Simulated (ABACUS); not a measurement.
# WS2 (R3m) in ABACUS: reference runs

Reference runs on WS2: the cell as given and a disturbed copy.

All numbers are computed with ABACUS 3.10.1; they aren't measurements. Logs are shortened: lines on timing, memory, paths and dates and some standing lists are left out, and cuts for length are marked.

## Step 1: The crystal as given

The structure is trigonal, space group R3m (No. 160). Conventional cell: a = 3.158 Å, b = 3.158 Å, c = 18.490 Å, α = 90.00°, β = 90.00°, γ = 120.00°. W (site symmetry 3m) has 6 S at 2.39 to 2.42 Å as nearest neighbours. S (site symmetry 3m) has 3 W at 2.42 Å as nearest neighbours. S (site symmetry 3m) has 3 W at 2.39 Å as nearest neighbours.

Measurements of this composition are mostly on another form, of space group No. 194.

## Step 2: Single point, PBE

INPUT reads:

```
INPUT_PARAMETERS
suffix              WS2
calculation         scf
basis_type          pw
pseudo_dir          ./
symmetry            1
dft_functional      pbe
ecutwfc             74
pseudo_rcut         10
nspin               1
nbands              17
ks_solver           dav
smearing_method     fd
smearing_sigma      0.00367493
scf_thr             1e-08
scf_nmax            100
mixing_type         broyden
mixing_beta         0.7
cal_force           1
cal_stress          1
out_chg             1
out_pot             2
out_elf             1
```

STRU reads:

```
ATOMIC_SPECIES
W 183.8400 W.upf
S 32.0600 S.upf

LATTICE_CONSTANT
1.8897261246

LATTICE_VECTORS
1.5790000000 0.9116360751 6.1633333333
-1.5790000000 0.9116360751 6.1633333333
0.0000000000 -1.8232721501 6.1633333333

ATOMIC_POSITIONS
Direct

W
0.0
1
0.0000000000 0.0000000000 0.0000000000 1 1 1

S
0.0
2
0.5810000000 0.5810000000 0.5810000000 1 1 1
0.7503000000 0.7503000000 0.7503000000 1 1 1
```

KPT reads:

```
K_POINTS
0
Gamma
10 10 10 0 0 0
```

Potentials or basis: PseudoDojo NC SR 0.4.1 PBE standard, plane waves.

Run with:

```sh
$ OMP_NUM_THREADS=1 mpirun -np 4 abacus > log
```

running log:

```text
ABACUS v3.10.1

               Atomic-orbital Based Ab-initio Computation at UStc

 ------------------------------------------------------------------------------------

 READING GENERAL INFORMATION
                           global_out_dir = OUT.WS2/
                           global_in_card = INPUT
                               pseudo_dir = ./
                              orbital_dir =
                                    DSIZE = 4
                                    GSIZE = 1

 READING UNITCELL INFORMATION
                                    ntype = 2
                  lattice constant (Bohr) = 1.88973
              lattice constant (Angstrom) = 1

 READING ATOM TYPE 1
                               atom label = W
                      L=0, number of zeta = 1
                      L=1, number of zeta = 1
                      L=2, number of zeta = 1
             number of atom for this type = 1

 READING ATOM TYPE 2
                               atom label = S
                      L=0, number of zeta = 1
                      L=1, number of zeta = 1
                      L=2, number of zeta = 1
             number of atom for this type = 2

                        TOTAL ATOM NUMBER = 3
DIRECT COORDINATES
    atom                   x                   y                   z     mag                  vx                  vy                  vz
taud_W1            0.0000000000        0.0000000000        0.0000000000  0.0000        0.0000000000        0.0000000000        0.0000000000
taud_S1            0.5810000000        0.5810000000        0.5810000000  0.0000        0.0000000000        0.0000000000        0.0000000000
taud_S2            0.7503000000        0.7503000000        0.7503000000  0.0000        0.0000000000        0.0000000000        0.0000000000

                          Volume (Bohr^3) = 359.225
                             Volume (A^3) = 53.2317

 Lattice vectors: (Cartesian coordinate: in unit of a_0)
               +1.579           +0.911636            +6.16333
               -1.579           +0.911636            +6.16333
                   +0            -1.82327            +6.16333
 Reciprocal vectors: (Cartesian coordinate: in unit of 2 pi/a_0)
            +0.316656           +0.182821          +0.0540833
            -0.316656           +0.182821          +0.0540833
                   +0           -0.365643          +0.0540833
 The esolver type has been set to : ksdft_pw

                PAO radial cut off (Bohr) = 10

 Read in pseudopotential file is W.upf
                     pseudopotential type = NC
          exchange-correlation functional = PBE
                 nonlocal core correction = 1
                        valence electrons = 14
                                     lmax = 3
                           number of zeta = 4
                     number of projectors = 8
                           L of projector = 0
                           L of projector = 0
                           L of projector = 1
                           L of projector = 1
                           L of projector = 2
                           L of projector = 2
                           L of projector = 3
                           L of projector = 3
                PAO radial cut off (Bohr) = 10

 Read in pseudopotential file is S.upf
                     pseudopotential type = NC
          exchange-correlation functional = PBE
                 nonlocal core correction = 1
                        valence electrons = 6
                                     lmax = 2
                           number of zeta = 2
                     number of projectors = 6
                           L of projector = 0
                           L of projector = 0
                           L of projector = 1
                           L of projector = 1
                           L of projector = 2
                           L of projector = 2
     initial pseudo atomic orbital number = 18

 SETUP THE ELECTRONS NUMBER
             electron number of element W = 14
       total electron number of element W = 14
             electron number of element S = 6
       total electron number of element S = 12
            AUTOSET number of electrons:  = 26
                           occupied bands = 13
                                   NBANDS = 17
                                   NLOCAL = 27

%%%%%%%%%%%%%%%%%%%%%%%%%%%%%%%%%%%%%%%%%%%%%%%%%%%%%%%%%%%%%%%%%%%%%%%%%%%%%%%%%%%%%%%%%%%%%%%%%%%%%%%%%%
 Warning: the number of valence electrons in pseudopotential > 6 for W: [Xe] 4f14 5d4 6s2
 Pseudopotentials with additional electrons can yield (more) accurate outcomes, but may be less efficient.
 If you're confident that your chosen pseudopotential is appropriate, you can safely ignore this warning.
%%%%%%%%%%%%%%%%%%%%%%%%%%%%%%%%%%%%%%%%%%%%%%%%%%%%%%%%%%%%%%%%%%%%%%%%%%%%%%%%%%%%%%%%%%%%%%%%%%%%%%%%%%

 SETUP THE PLANE WAVE BASIS
 energy cutoff for charge/potential (unit:Ry) = 296
            fft grid for charge/potential = [ 72, 72, 72 ]
[... 84 lines left out ...]
(for k-lattice: )
                             BRAVAIS TYPE = 7
                     BRAVAIS LATTICE NAME = 07. Rhombohedral (Trigonal) cell
                                    ibrav = 7
                       right hand lattice = 1
                        ROTATION MATRICES = 12
                               nkstot_ibz = 116
K-POINTS REDUCTION ACCORDING TO SYMMETRY
     IBZ    DIRECT_X    DIRECT_Y    DIRECT_Z  WEIGHT  ibz2bz
       1  0.00000000  0.00000000  0.00000000  0.0010       0
       2  0.10000000  0.00000000  0.00000000  0.0060       1
       3  0.20000000  0.00000000  0.00000000  0.0060       2
       4  0.30000000  0.00000000  0.00000000  0.0060       3
       5  0.40000000  0.00000000  0.00000000  0.0060       4
       6  0.50000000  0.00000000  0.00000000  0.0030       5
[... 22 lines left out ...]
      29  0.50000000  0.40000000  0.00000000  0.0120      45
      30 -0.40000000  0.40000000  0.00000000  0.0060      46
[... 86 further k points ...]

                               nkstot now = 116
[... K-POINTS DIRECT COORDINATES: 116 rows ...]

           k-point number in this process = 116
       minimum distributed K point number = 116
[... stars of the k points ...]

[... K-POINTS CARTESIAN COORDINATES: 116 rows ...]

[... K-POINTS DIRECT COORDINATES: 116 rows ...]

 SETUP PLANE WAVES FOR WAVE FUNCTIONS
     energy cutoff for wavefunc (unit:Ry) = 74
              fft grid for wave functions = [ 72, 72, 72 ]
                    number of plane waves = 5423
                         number of sticks = 521

 PARALLEL PW FOR WAVE FUNCTIONS
     PROC   COLUMNS(POT)             PW
        1            130           1356
        2            130           1356
        3            130           1355
        4            131           1356
 --------------- sum -------------------
        4            521           5423

 SETUP NONLOCAL PSEUDOPOTENTIALS IN PLANE WAVE BASIS
 W non-local projectors:
 projector 1 L=0
 projector 2 L=0
 projector 3 L=1
 projector 4 L=1
 projector 5 L=2
 projector 6 L=2
 projector 7 L=3
 projector 8 L=3
 S non-local projectors:
 projector 1 L=0
 projector 2 L=0
 projector 3 L=1
 projector 4 L=1
 projector 5 L=2
 projector 6 L=2
      TOTAL NUMBER OF NONLOCAL PROJECTORS = 68

 Init Non-Local PseudoPotential table :
 Init Non-Local-Pseudopotential done.

                                     npwx = 996

 Make real space PAO into reciprocal space.
       max mesh points in Pseudopotential = 1001
     dq(describe PAO in reciprocal space) = 0.01
                                    max q = 1037

 number of pseudo atomic orbitals for W is 4
WARNING: norm of atomic wavefunction # 3 of atomic type W is 0.999981, renormalized
WARNING: norm of atomic wavefunction # 4 of atomic type W is 0.99991, renormalized

 number of pseudo atomic orbitals for S is 2
WARNING: norm of atomic wavefunction # 2 of atomic type S is 0.999996, renormalized

 -------------------------------------------
 SELF-CONSISTENT
 -------------------------------------------
                                 init_chg = atomic

 PW ALGORITHM --------------- ION=   1  ELEC=   1--------------------------------
 Notice: Threshold on eigenvalues was too large.
 hsover_error=0.26 > DRHO=0.0915644
 Origin diag ethr = 0.01
 New diag ethr = 0.000352171

 Density error is 0.0933027682537
                          Error Threshold = 0.000352170768959
----------------------------------------------------------
     Energy           Rydberg                 eV
----------------------------------------------------------
 E_KohnSham     -196.0079089157      -2666.8244143181
 E_Harris       -196.2556176855      -2670.1946650328
 E_Fermi        0.8998061196         12.2424903215
----------------------------------------------------------
[... 87 lines left out ...]
 Density error is 6.56489585394e-10
                          Error Threshold = 3.72808422321e-10
----------------------------------------------------------
     Energy           Rydberg                 eV
----------------------------------------------------------
 E_KohnSham     -196.0299162404      -2667.1238393327
 E_KS(sigma->0) -196.0299162299      -2667.1238391899
 E_Harris       -196.0297347556      -2667.1213701050
 E_band         -13.7556305312       -187.1549548075
 E_one_elec     -81.6587630178       -1111.0244686734
 E_Hartree      51.5108023409        700.8404203878
 E_xc           -45.9557273903       -625.2597482422
 E_Ewald        -119.9262281523      -1631.6800425193
 E_entropy(-TS) -0.0000000210        -0.0000002856
 E_descf        0.0000000000         0.0000000000
 E_exx          0.0000000000         0.0000000000
 E_Fermi        0.8996318535         12.2401193092
----------------------------------------------------------

 charge density convergence is achieved
 final etot is -2667.1238393 eV
 EFERMI = 12.240119309 eV
The vacuum level is 10.309148223 eV

 STATE ENERGY(eV) AND OCCUPATIONS    NSPIN == 1
 1/116 kpoint (Cartesian) = 0.0000 0.0000 0.0000 (967 pws)
       1       -62.9104     0.00200000
       2       -27.1719     0.00200000
       3       -26.9910     0.00200000
       4       -26.9910     0.00200000
       5       -3.92711     0.00200000
       6       -1.93459     0.00200000
[... 9 lines left out ...]
      16        14.2803    3.80502e-21
[... 82 lines left out ...]
       4       -27.0761     0.00600000
       5       -1.66656     0.00600000
       6       -1.31308     0.00600000
[... 9 lines left out ...]
      16        15.3742    3.59320e-30
      17        15.6219    2.53613e-32

[... levels at 110 further k points ...]

------------------------------------------------------------------------------------------
 TOTAL-FORCE (eV/Angstrom)
------------------------------------------------------------------------------------------
                        W1         0.0000000000         0.0000000000        -0.6102400240
                        S1         0.0000000000         0.0000000000         0.0961911927
                        S2         0.0000000000         0.0000000000         0.5140488313
------------------------------------------------------------------------------------------

----------------------------------------------------------------
 TOTAL-STRESS (KBAR)
----------------------------------------------------------------
        43.7712958778        -0.0000000000         0.0000000000
        -0.0000000000        43.7712958762        -0.0000000002
         0.0000000000        -0.0000000002        49.2245494144
----------------------------------------------------------------
 TOTAL-PRESSURE: 45.589047 KBAR

 --------------------------------------------
 !FINAL_ETOT_IS -2667.1238393326698315 eV
 --------------------------------------------
```

Run time: 1.7 min. Hardware: 4 MPI ranks of Intel Xeon Platinum 8488C (Sapphire Rapids), shared host; peak memory 0.44 GiB.

What came out:

```yaml
Free_energy: -2667.1238 eV
Pressure: 4.6 GPa
Largest_force: 0.610 eV/Å
Band_gap_on_the_k_mesh: 1.07 eV, indirect (least direct gap 2.24 eV)
```

Forces on the atoms (eV/Å):
```
W    0.000  0.000 -0.610
S    0.000  0.000  0.096
S    0.000  0.000  0.514
```

Levels at points of the mesh, in eV from the valence-band top:
```
           k point  band 11  band 12  band 13  band 14  band 15  band 16
(0.00, 0.00, 0.00)    -2.30    -1.59    -1.20     2.18     2.18     2.52
(0.50, 0.00, 0.00)    -2.59    -1.84    -1.73     2.30     2.61     3.62
(0.50, 0.50, 0.00)    -3.19    -2.03    -1.55     2.26     2.72     3.22
(0.50, 0.50, 0.50)    -2.27    -2.27     0.00     2.29     2.29     2.37
```

Caveat: spin-orbit coupling is left out, which moves the levels of the heavy elements.

(Continued in part 2 of 2.)
